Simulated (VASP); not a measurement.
Set up this calculation in VASP 6.6.1, as the native input.

```yaml
Task: single point
Functional: PBE
Potentials_or_basis: VASP PAW PBE potentials, release 64 (Au)
Cutoff: 600 eV
k_mesh: 10 × 10 × 1
Occupations: fermi-dirac, width 0.05 eV
Spin: no spin polarisation
Dipole_correction: yes
Further_INCAR_settings: ALGO = Normal; EDIFF = 1e-06
```

The structure of Au lies in POSCAR:

```
Au
1.0
    2.6622700000      0.0000000000      0.0000000000
    0.0000000000      2.6617000000      0.0000000000
    0.0000000000      0.0000000000     23.8000000000
Au
1
Direct
    0.0000000000      0.5000000000      0.2941200000
```

The cell was built by a generator and needn't be a form met in nature.

These files were run (other wordings do the same):

INCAR

```
SYSTEM = Au
PREC = Accurate ; ENCUT = 600
EDIFF = 1E-6 ; ISMEAR = -1
SIGMA = 0.05 ; LREAL = .FALSE.
LASPH = .TRUE. ; NELM = 60
ALGO = Normal ; ISIF = 2
LWAVE = .FALSE. ; LCHARG = .FALSE.
LDIPOL = .TRUE. ; IDIPOL = 3
DIPOL = 0.5 0.5 0.294 ; GGA = PE
```

KPOINTS

```
Automatic mesh
0
G
  10 10 1
  0 0 0
```

Potentials or basis: VASP PAW PBE potentials, release 64 (Au).

Run with:

```sh
$ cat potpaw_PBE.64/Au/POTCAR > POTCAR
$ mpirun -np 1 vasp_std > vasp.out
```

Results of the run:

```json
{
  "Band gap on the k mesh": "none (metal or under the smearing width)"
}
```

Run time: 67 s on 1 thread of Intel(R) Xeon(R) Platinum 8259CL CPU @ 2.50GHz (Skylake/Cascade Lake), with other jobs on the host, peak memory 0.35 GiB.
